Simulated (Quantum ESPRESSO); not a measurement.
CuO:

```
Cu O
1.0
     2.87950    0.00000    0.00000
     0.03907    2.87928    0.00000
     0.01750    0.01724    5.17634
Cu O
2 2
Direct
  0.00000 0.50000 0.00000
  0.50000 0.00000 0.50000
  0.99842 0.00167 0.74989
  0.00158 0.99833 0.25011
```

The cell comes from a database or a generator and needn't be the stable form of this composition.

Base run:

* Program: Quantum ESPRESSO 7.5
* Functional: PBEsol
* Potentials or basis: GBRV 1.5 PBEsol
* Cutoff: 762 eV
* Density cutoff: 6095 eV
* k mesh: 9 × 9 × 5
* Occupations: fermi-dirac, width 0.05 eV
* Spin: no spin polarisation

Its results: band gap on the k mesh none (metal or under the smearing width); pressure -1.4 GPa; largest force 0.012 eV/Å.

The run is repeated on the same cell with these changes: functional from PBEsol to LDA; potentials or basis from GBRV 1.5 PBEsol to GBRV 1.5 LDA. What comes out?

Band gap on the k mesh none (metal or under the smearing width); pressure -7.6 GPa; largest force 0.014 eV/Å.

Caveats: the run has no spin polarisation, though such a crystal can be magnetic; semilocal functionals often make such compounds metallic where correlation or magnetic order opens a gap, which also shifts bond lengths.
